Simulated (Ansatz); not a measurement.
# Si on Nb(100): change of the work function, part 3 of 5

Wanted: Δφ(θ) for Si/Nb(100), starting from the hollow site.

Ansatz 0.2.0; plane-wave DFT, RPBE, Ansatz PAW.

So far, work function, upper face (eV): step 2 (the clean slab) 3.45; step 3 (46 atoms, coverage 0.111 ML, cell 3x3) 3.81.

### 4. Adsorbate added, k-mesh 5×5×1, coverage 0.25 ML

System of this step: Si/Nb(100). The cell holds 21 atoms: 20 Nb and 1 Si. Cell: a = 6.600 Å, b = 6.600 Å, c = 26.198 Å, α = 90.0°, β = 90.0°, γ = 90.0°. Vacuum lies along c.

Another coverage, to see how the dipoles act on each other as their distance changes.

The input, input.yaml:

```yaml
crystal:
  lattice:
    - [6.6, 0.0, 0.0]
    - [0.0, 6.6, 0.0]
    - [0.0, 0.0, 26.1984365615]
  atoms:
    - { symbol: Nb, position: [0.0, 0.0, 0.34353195] }
    - { symbol: Nb, position: [0.25, 0.25, 0.4065128076] }
    - { symbol: Nb, position: [0.0, 0.0, 0.4704112922] }
    - { symbol: Nb, position: [0.25, 0.25, 0.5356217721] }
    - { symbol: Nb, position: [0.0, 0.0, 0.591548868] }
    - { symbol: Nb, position: [0.0, 0.5, 0.34353195] }
    - { symbol: Nb, position: [0.25, 0.75, 0.4065128076] }
    - { symbol: Nb, position: [0.0, 0.5, 0.4704112922] }
    - { symbol: Nb, position: [0.25, 0.75, 0.5356217721] }
    - { symbol: Nb, position: [0.0, 0.5, 0.591548868] }
    - { symbol: Nb, position: [0.5, 0.0, 0.34353195] }
    - { symbol: Nb, position: [0.75, 0.25, 0.4065128076] }
    - { symbol: Nb, position: [0.5, 0.0, 0.4704112922] }
    - { symbol: Nb, position: [0.75, 0.25, 0.5356217721] }
    - { symbol: Nb, position: [0.5, 0.0, 0.591548868] }
    - { symbol: Nb, position: [0.5, 0.5, 0.34353195] }
    - { symbol: Nb, position: [0.75, 0.75, 0.4065128076] }
    - { symbol: Nb, position: [0.5, 0.5, 0.4704112922] }
    - { symbol: Nb, position: [0.75, 0.75, 0.5356217721] }
    - { symbol: Nb, position: [0.5, 0.5, 0.591548868] }
    - { symbol: Si, position: [0.25, 0.25, 0.65646805] }
kpoints:
  mp_grid: { grid: [5, 5, 1] }
hamiltonian:
  xc: rpbe
scf:
  occupations: { method: fermi_dirac, width: 0.1 }
  convergence: { dr2_threshold: 1.0e-08 }
efield:
  axis: 3
  dipole_correction: true
  ramp_position: 0.97
  ramp_width: 0.06
relax:
  f_tol: 0.02
  max_steps: 60
  constraints: [{ sites: [0, 1, 5, 6, 10, 11, 15, 16] }]
output:
  bader: true
  dos: { projected: true, e_range: [-8, 4] }
  write_potential: true
  write_density: true
  volumetric_format: npy
  elf: true
```

Launch:

```bash
$ ansatz run input.yaml --threads 4 --pin off --max-ram 12288MiB --backend cpu --events-out ev --progress --plain --runs-dir out
```

Numbers of over 12 decimals in the logs are rounded to 6 here.

What it wrote:

```text
[...]
Crystal: 21 atoms, lattice volume = 1141.204 Å³
Basis set: ecut = 420 eV, 22247 PW (Γ), exchange–correlation on 90×90×360 points (8 copies of the dense FFT grid, shifted against one another)
Bands: 159, of which v1, the nominal top of the filled ones, is band 132 counted from 1 (131 counted from 0)
Symmetry: 8 space group operations
[...]
k-points: 6 of 25
[...]
SCF iter   1: F=—  HF=-91811.846480 eV  |F-HF|=—  |Δ(HF+E_count)|=         —  Δρ=7.76e-3  dr2=1.44e1  ethr=1.77e-3  p=-0.162 e·Å  D=-2.57e-2 V/Å  ΔV_dip=0.67 eV  dr2_dipole=3.55e0  V_vac-E_F(+/−)=4.64/3.97 eV  ⟨swp⟩=10.3  Hψ=4596  notcnv=0
[...]
SCF iter  10: F=-91811.510227 eV  HF=-91811.510227 eV  |F-HF|=1.17e-8  |Δ(HF+E_count)|=   7.24e-8  Δρ=5.85e-7  dr2=9.12e-9  ethr=3.79e-12  p=-0.204 e·Å  D=-3.24e-2 V/Å  ΔV_dip=0.85 eV  dr2_dipole=1.13e-9  V_vac-E_F(+/−)=4.42/3.58 eV  ⟨swp⟩=9.2  Hψ=7396  notcnv=0
SCF 1 converged in 10 iterations: F = -91811.510227 eV  dr2 = 9.12e-9
[...]
relax step   1: F+E_penalty+E_count = -91811.51022747 eV  Δ(F+E_penalty+E_count) = +0.000e0 eV  max|allowed force component| = 2.449e0 eV/Å  Δτ_max = 0.0000 Å  (10 SCF iters, accepted)
[...]
SCF iter   9: F=-91812.070621 eV  HF=-91812.070621 eV  |F-HF|=6.58e-9  |Δ(HF+E_count)|=   6.20e-8  Δρ=3.75e-7  dr2=2.78e-9  ethr=3.79e-12  p=-0.183 e·Å  D=-2.90e-2 V/Å  ΔV_dip=0.76 eV  dr2_dipole=1.70e-11  V_vac-E_F(+/−)=4.34/3.58 eV  ⟨swp⟩=11.5  Hψ=7080  notcnv=0
SCF 2 converged in 9 iterations: F = -91812.070621 eV  dr2 = 2.78e-9
[...]
relax step   2: F+E_penalty+E_count = -91812.07062097 eV  Δ(F+E_penalty+E_count) = -5.604e-1 eV  max|allowed force component| = 1.448e0 eV/Å  Δτ_max = 0.1984 Å  (9 SCF iters, accepted)
SCF iter   1: F=—  HF=-91812.289322 eV  |F-HF|=—  |Δ(HF+E_count)|=         —  Δρ=2.88e-3  dr2=1.04e0  ethr=1.31e-3  p=-0.183 e·Å  D=-2.90e-2 V/Å  ΔV_dip=0.76 eV  dr2_dipole=2.28e-1  V_vac-E_F(+/−)=4.35/3.59 eV  ⟨swp⟩=4.3  Hψ=1784  notcnv=0
[...]
SCF iter   9: F=-91812.244026 eV  HF=-91812.244026 eV  |F-HF|=1.09e-8  |Δ(HF+E_count)|=   3.78e-8  Δρ=4.12e-7  dr2=2.38e-9  ethr=3.79e-12  p=-0.168 e·Å  D=-2.66e-2 V/Å  ΔV_dip=0.70 eV  dr2_dipole=2.64e-11  V_vac-E_F(+/−)=4.28/3.58 eV  ⟨swp⟩=11.3  Hψ=6915  notcnv=0
SCF 3 converged in 9 iterations: F = -91812.244026 eV  dr2 = 2.38e-9
relax step   3: F+E_penalty+E_count = -91812.24402601 eV  Δ(F+E_penalty+E_count) = -1.734e-1 eV  max|allowed force component| = 4.043e-1 eV/Å  Δτ_max = 0.1949 Å  (9 SCF iters, accepted)
[...]
relax step   4: F+E_penalty+E_count = -91812.25678016 eV  Δ(F+E_penalty+E_count) = -1.275e-2 eV  max|allowed force component| = 8.004e-2 eV/Å  Δτ_max = 0.0554 Å  (8 SCF iters, accepted)
[...]
relax step   5: F+E_penalty+E_count = -91812.25761155 eV  Δ(F+E_penalty+E_count) = -8.314e-4 eV  max|allowed force component| = 3.206e-2 eV/Å  Δτ_max = 0.0154 Å  (8 SCF iters, accepted)
SCF iter   1: F=—  HF=-91812.258634 eV  |F-HF|=—  |Δ(HF+E_count)|=         —  Δρ=3.75e-4  dr2=9.93e-3  ethr=5.16e-5  p=-0.166 e·Å  D=-2.64e-2 V/Å  ΔV_dip=0.69 eV  dr2_dipole=7.77e-4  V_vac-E_F(+/−)=4.28/3.59 eV  ⟨swp⟩=1.8  Hψ=1153  notcnv=0
[...]
SCF iter   7: F=-91812.257902 eV  HF=-91812.257902 eV  |F-HF|=3.59e-9  |Δ(HF+E_count)|=   3.13e-8  Δρ=3.40e-7  dr2=2.99e-9  ethr=3.79e-12  p=-0.167 e·Å  D=-2.64e-2 V/Å  ΔV_dip=0.69 eV  dr2_dipole=5.80e-10  V_vac-E_F(+/−)=4.28/3.58 eV  ⟨swp⟩=10.0  Hψ=6036  notcnv=0
SCF 6 converged in 7 iterations: F = -91812.257902 eV  dr2 = 2.99e-9
relax step   6: F+E_penalty+E_count = -91812.25790191 eV  Δ(F+E_penalty+E_count) = -2.904e-4 eV  max|allowed force component| = 5.177e-3 eV/Å  Δτ_max = 0.0063 Å  (7 SCF iters, accepted)
[...]
SCF converged after 7 iterations
Free energy (F): -91812.257902 eV
[...]
Internal energy: -91811.398415 eV  (E = F + TS)
E sigma→0 (E₀):  -91811.828159 eV
Entropy (-TS):   -0.859487 eV (-40.928 meV/atom)
Fermi energy:    3.289216 eV
Dipole field:    D = -0.026416 V/Å  (p = -0.166601 e·Å, saw-weighted, corrected)
Work function:   Φ+ = 4.2763 eV   Φ− = 3.5842 eV
[...]
--- Forces (eV/Å), atoms counted from 1 ---
  atom   1  Nb    -0.01614969    -0.01614969     0.99174286
  atom   2  Nb     0.00000000     0.00000000    -1.07538048
  atom   3  Nb    -0.00028209    -0.00028209    -0.00071151
  atom   4  Nb    -0.00000000     0.00000000    -0.00376945
  atom   5  Nb     0.00170890     0.00170890    -0.00076623
  atom   6  Nb    -0.01614969     0.01614969     0.99174286
  atom   7  Nb     0.00000000     0.00000000    -1.01031535
  atom   8  Nb    -0.00028209     0.00028209    -0.00071151
  atom   9  Nb     0.00000000     0.00000000    -0.00005189
  atom  10  Nb     0.00170890    -0.00170890    -0.00076623
  atom  11  Nb     0.01614969    -0.01614969     0.99174286
  atom  12  Nb    -0.00000000     0.00000000    -1.01031535
  atom  13  Nb     0.00028209    -0.00028209    -0.00071151
  atom  14  Nb     0.00000000     0.00000000    -0.00005189
  atom  15  Nb    -0.00170890     0.00170890    -0.00076623
  atom  16  Nb     0.01614969     0.01614969     0.99174286
  atom  17  Nb     0.00000000     0.00000000    -0.86718258
  atom  18  Nb     0.00028209     0.00028209    -0.00071151
  atom  19  Nb    -0.00000000     0.00000000     0.00517688
  atom  20  Nb    -0.00170890    -0.00170890    -0.00076623
  atom  21  Si    -0.00000000     0.00000000     0.00086768
  max |Σ_I F_I| component: 3.80e-5 eV/Å
--- Band table (eV; the first three rows and the last of 6) ---
  k-point 0: bands = [... 128 lower, 3.3983, 3.4779, 3.4779, 3.6512, 3.6512, 3.6612, 3.7619, 3.8500, ... 23 higher]
  k-point 1: bands = [... 128 lower, 3.2605, 3.3077, 3.3431, 3.3788, 3.5905, 3.6701, 3.6944, 3.8064, ... 23 higher]
  k-point 2: bands = [... 128 lower, 3.0574, 3.1486, 3.1781, 3.2858, 3.2920, 3.3183, 3.4379, 3.5452, ... 23 higher]
  k-point 5: bands = [... 128 lower, 2.5469, 2.6253, 2.7230, 2.7557, 2.7954, 2.9114, 3.0879, 3.5167, ... 23 higher]
--- Relaxed structure (6 steps of the walk, 6 accepted, 0 SCFs on fresh bases) ---
  F+E_penalty+E_count = -91812.25790191 eV   max|allowed force component| = 5.177e-3 eV/Å
  atoms:
    - { symbol: Nb, position: [0.0, 0.0, 0.343532] }
    - { symbol: Nb, position: [0.25, 0.25, 0.406513] }
    - { symbol: Nb, position: [0.000562925, 0.000562925, 0.470584] }
    - { symbol: Nb, position: [0.25, 0.25, 0.534189] }
    - { symbol: Nb, position: [-0.00223335, -0.00223335, 0.594691] }
    - { symbol: Nb, position: [0.0, 0.5, 0.343532] }
    - { symbol: Nb, position: [0.25, 0.750000, 0.406513] }
    - { symbol: Nb, position: [0.000562925, 0.499437, 0.470584] }
    - { symbol: Nb, position: [0.25, 0.750000, 0.536124] }
    - { symbol: Nb, position: [-0.00223335, 0.502233, 0.594691] }
    - { symbol: Nb, position: [0.5, 0.0, 0.343532] }
    - { symbol: Nb, position: [0.750000, 0.25, 0.406513] }
    - { symbol: Nb, position: [0.499437, 0.000562925, 0.470584] }
    - { symbol: Nb, position: [0.750000, 0.25, 0.536124] }
    - { symbol: Nb, position: [0.502233, -0.00223335, 0.594691] }
    - { symbol: Nb, position: [0.5, 0.5, 0.343532] }
    - { symbol: Nb, position: [0.750000, 0.750000, 0.406513] }
    - { symbol: Nb, position: [0.499437, 0.499437, 0.470584] }
    - { symbol: Nb, position: [0.750000, 0.750000, 0.535214] }
    - { symbol: Nb, position: [0.502233, 0.502233, 0.594691] }
    - { symbol: Si, position: [0.25, 0.25, 0.639818] }
--- Bader charges: 21 sites ---
  site symbol  charge [e]  shift [e]
     0     Nb     -0.0953     0.0000
     1     Nb      0.0404     0.0000
     2     Nb      0.0975     0.0000
     3     Nb      0.2593     0.0000
     4     Nb      0.1602     0.0005
     5     Nb     -0.0954     0.0000
     6     Nb      0.0360     0.0000
     7     Nb      0.0975     0.0000
     8     Nb     -0.0030     0.0000
     9     Nb      0.1602     0.0005
    10     Nb     -0.0954     0.0000
    11     Nb      0.0360     0.0000
    12     Nb      0.0975     0.0000
    13     Nb     -0.0030     0.0000
    14     Nb      0.1602     0.0005
    15     Nb     -0.0954     0.0000
    16     Nb      0.0467     0.0000
    17     Nb      0.0976     0.0000
    18     Nb     -0.0906     0.0000
    19     Nb      0.1602     0.0005
    20     Si     -0.9713     0.0020
  estimated error of the sums over rays = 7.4e-4 e
```

Elapsed: 4.4 min, on 4 threads of Arm Neoverse V1, shared host; peak memory 3.9 GiB; 17 min of CPU time.

Step by step:

```csv
step,energy less that of the first step (eV),largest force component (eV/Å)
1,0.0000,2.4488
2,-0.5604,1.4477
3,-0.7338,0.4043
4,-0.7466,0.0800
5,-0.7474,0.0321
6,-0.7477,0.0052
```

The run keeps the 8 symmetry operations that it works with, so distortions that break them were not tested.

The atoms that moved most (Å):

```csv
atom,dx,dy,dz,length
Si21,0.000,0.000,-0.436,0.436
Nb5,-0.015,-0.015,0.082,0.085
Nb15,0.015,-0.015,0.082,0.085
Nb10,-0.015,0.015,0.082,0.085
Nb20,0.015,0.015,0.082,0.085
Nb4,0.000,0.000,-0.038,0.038
Nb9,0.000,0.000,0.013,0.013
Nb14,0.000,0.000,0.013,0.013
```

The relaxed structure:

```
Nb Si
1.0
     6.60000    0.00000    0.00000
     0.00000    6.60000    0.00000
     0.00000    0.00000   26.19844
Nb Si
20 1
Direct
  0.00000 0.00000 0.34353
  0.25000 0.25000 0.40651
  0.00056 0.00056 0.47058
  0.25000 0.25000 0.53419
  0.99777 0.99777 0.59469
  0.00000 0.50000 0.34353
  0.25000 0.75000 0.40651
  0.00056 0.49944 0.47058
  0.25000 0.75000 0.53612
  0.99777 0.50223 0.59469
  0.50000 0.00000 0.34353
  0.75000 0.25000 0.40651
  0.49944 0.00056 0.47058
  0.75000 0.25000 0.53612
  0.50223 0.99777 0.59469
  0.50000 0.50000 0.34353
  0.75000 0.75000 0.40651
  0.49944 0.49944 0.47058
  0.75000 0.75000 0.53521
  0.50223 0.50223 0.59469
  0.25000 0.25000 0.63982
```

This step gave:

```
energy at zero smearing        : -91811.8282 eV
work function, upper face      : 4.276 eV
work function, lower face      : 3.584 eV
dipole along the normal        : -0.1666 e·Å
step between the vacuum levels : 0.6921 eV
```

The density of states has structure finer than the step of the table below, so its rows give means over 0.25 eV, whole bins alone (the curve runs from -8 to 1.77 eV). Peaks (eV: height): -2.770: 44.7, -1.920: 39.1, -1.500: 75.6, -1.320: 45.4, -0.990: 52.9, -0.660: 40.8, 0.630: 62.7.

Density of states against energy, zero at the Fermi level; means over each step:

```csv
energy (eV),density of states (states/eV a cell)
-7.50,0
-7.25,7.85
-7.00,0
-6.75,0
-6.50,0
-6.25,0
-6.00,0
-5.75,0
-5.50,8.4e-4
-5.25,1.10
-5.00,1.49
-4.75,2.29
-4.50,1.73
-4.25,0.947
-4.00,4.93
-3.75,4.23
-3.50,13.6
-3.25,19.4
-3.00,24.7
-2.75,31.3
-2.50,20.3
-2.25,26.5
-2.00,26.6
-1.75,23.0
-1.50,36.5
-1.25,33.8
-1.00,34.6
-0.75,26.2
-0.50,31.9
-0.25,30.6
0.00,22.7
0.25,24.8
0.50,26.3
0.75,24.0
1.00,15.9
1.25,13.9
1.50,24.0
```

Projected DOS per atom over height of the atomic layer and energy from the Fermi level. Layers: Nb4 Nb4 Nb4 Nb4 Nb4 Si from below.

Values in states/eV, 22 rows by 6 columns, each cell a mean:
```
1.80 0.71 1.17 0.52 1.37 0.49
1.03 0.43 0.56 0.31 0.99 0.38
2.28 0.70 0.69 0.59 1.73 0.47
2.35 0.95 0.55 0.83 1.54 0.41
1.83 1.12 1.16 1.22 1.60 0.67
1.68 1.01 1.41 1.18 1.42 1.14
1.85 1.49 1.80 1.44 1.72 0.90
1.34 1.55 1.30 1.80 1.66 0.83
1.32 1.62 1.00 1.33 1.10 0.65
1.21 1.22 1.07 1.00 0.98 0.68
1.11 1.54 1.57 1.45 1.13 1.10
0.48 0.94 1.12 1.10 0.72 0.53
0.26 0.34 0.32 0.40 0.27 0.21
0.04 0.09 0.10 0.08 0.03 0.02
0.06 0.15 0.17 0.11 0.04 0.04
0.05 0.10 0.11 0.06 0.02 0.04
0.00 0.00 0.00 0.00 0.00 0.00
0.00 0.00 0.00 0.00 0.00 0.00
0.00 0.00 0.00 0.00 0.00 0.00
0.00 0.00 0.00 0.00 0.00 0.03
0.00 0.00 0.00 0.10 0.37 2.53
0.00 0.00 0.00 0.00 0.00 0.00
```
Columns: height of the atomic layer (Å) from 9 to 16.8 (not evenly spaced); rows upwards: energy from the Fermi level (eV) from -7.96 to 1.75.

Valence density in the ca plane at fractional y = 0.250, with atoms of Nb and Si within 0.2 Å of it. It is the smooth field of the valence electrons, not physical close to the nuclei.

Ten steps, logarithmic in the rise over the least value, from '0' (0.0 e/Å³) to '9' (5.0 e/Å³), each cell a mean:
```
12333333333333333333332221100000000000000000
12233455543333445544332211000000000000000000
12234688864333578874322110000000000000000000
12234799984334699985322110000000000000000000
12234799985334699996322110000000000000000000
12234699974333589985322110000000000000000000
12233467653333456654332110000000000000000000
12333344433333334443332211000000000000000000
12333333333333333333333221100000000000000000
12333333333333333333333332210000000000000000
12233455543333445544344444321000000000000000
12234588864333578864444444321000000000000000
12234799984334799985444333431000000000000000
12234799985334799985444323431000000000000000
12234699974334689975444444431000000000000000
12233467654333467654344444321000000000000000
12333344433333344443333433210000000000000000
12333333333333333333333322110000000000000000
```
Columns run along c (16.0 Å, from fractional 0.31 to 0.92 of the cell), rows up along a (6.6 Å). Atoms in or near the plane, at fractional coordinates: Nb at (0.41, 0.25), Nb at (0.53, 0.25), Nb at (0.41, 0.75), Nb at (0.54, 0.75), Si at (0.64, 0.25).

Electrostatic potential energy in the ca plane at fractional y = 0.250, with atoms of Nb and Si within 0.2 Å of it. With pseudopotentials it is smooth inside the atoms' cores, unlike the true potential.

Ten even steps from '0' (-65 eV) to '9' (8 eV), each cell a mean:
```
99999999999999999999999999999999999999999999
99999877789999987789999999999999999999999999
99999732368999752258999999999999999999999999
99998400048998610027999999999999999999999999
99998400037998510016999999999999999999999999
99998610158999730047999999999999999999999999
99999865689999875578999999999999999999999999
99999988899999998899999999999999999999999999
99999999999999999999999999999999999999999999
99999999999999999999999999999999999999999999
99999877789999987789999888999999999999999999
99999742368999742368998546899999999999999999
99998400048998510037985212699999999999999999
99998400037998500027885102699999999999999999
99998620158998620148997324799999999999999999
99999865689999865579998777999999999999999999
99999988899999998899999999999999999999999999
99999999999999999999999999999999999999999999
```
Columns run along c (16.0 Å, from fractional 0.31 to 0.92 of the cell; values clipped at the 3rd and 97th percentile), rows up along a (6.6 Å). Atoms in or near the plane, at fractional coordinates: Nb at (0.41, 0.25), Nb at (0.53, 0.25), Nb at (0.41, 0.75), Nb at (0.54, 0.75), Si at (0.64, 0.25).

ELF in the ca plane at fractional y = 0.250, with atoms of Nb and Si within 0.2 Å of it. It is the smooth field of the valence electrons, not physical close to the nuclei.

Values, 10 rows by 16 columns, each cell a mean:
```
0.31 0.46 0.24 0.34 0.43 0.31 0.27 0.41 0.31 0.31 0.12 0.02 0.00 0.00 0.00 0.00
0.50 0.32 0.60 0.41 0.37 0.45 0.57 0.32 0.39 0.15 0.03 0.00 0.00 0.00 0.00 0.00
0.56 0.28 0.56 0.48 0.28 0.52 0.56 0.26 0.45 0.16 0.02 0.00 0.00 0.00 0.00 0.00
0.45 0.36 0.47 0.35 0.42 0.37 0.45 0.35 0.35 0.16 0.04 0.01 0.00 0.00 0.00 0.00
0.27 0.49 0.29 0.41 0.41 0.37 0.33 0.42 0.35 0.43 0.20 0.03 0.00 0.00 0.00 0.00
0.32 0.47 0.24 0.34 0.43 0.30 0.27 0.46 0.65 0.77 0.47 0.09 0.01 0.00 0.00 0.00
0.51 0.32 0.61 0.42 0.37 0.48 0.55 0.42 0.56 0.77 0.64 0.15 0.01 0.00 0.00 0.00
0.56 0.28 0.55 0.48 0.28 0.53 0.55 0.38 0.39 0.69 0.68 0.17 0.01 0.00 0.00 0.00
0.46 0.36 0.47 0.35 0.42 0.38 0.43 0.45 0.66 0.81 0.61 0.13 0.01 0.00 0.00 0.00
0.28 0.50 0.30 0.41 0.41 0.36 0.34 0.44 0.56 0.70 0.39 0.07 0.01 0.00 0.00 0.00
```
Columns run along c (16.0 Å, from fractional 0.31 to 0.92 of the cell), rows up along a (6.6 Å). Atoms in or near the plane, at fractional coordinates: Nb at (0.41, 0.25), Nb at (0.53, 0.25), Nb at (0.41, 0.75), Nb at (0.54, 0.75), Si at (0.64, 0.25).

The relaxation took 6 steps and lowered the energy by 0.75 eV; the largest force on the free atoms ends at 0.0052 eV/Å.

By hand: a sheet of dipoles makes a step −p/(ε₀A) in the electron's potential. With e/ε₀ = 180.95 V·Å, p = -0.1666 e·Å and A = 43.56 Å², that is −180.95 × (-0.1666) / 43.56 = +0.692 eV, and the two vacuum levels of the run differ by +0.692 eV.

The covered face has 4.28 eV, +0.83 eV against the clean one; the bare back face has moved by +0.01 eV, a measure of how thin the slab is.

(Part 3 of 5 ends here.)

[Logs are printed without paths, hosts, clocks, repeated set-up lines and the standing remarks that a program may print on its own settings, such as how far it seeks lower states.]

[Hosts, paths, dates, database ids (printed as entryN), source tags and the programs' standing remarks are cut or masked in the printed files.]

[Maps of the electrostatic potential energy from Ansatz leave out the sawtooth potential of an applied field or a dipole correction, so their vacuum need not be flat; planar profiles and work functions include it.]

[The density of states shown here was stored with 400 of the rows of the run's finer table, so its peaks can read low, often by over a quarter, or be missed, and its means over a window can be off by a tenth or more.]
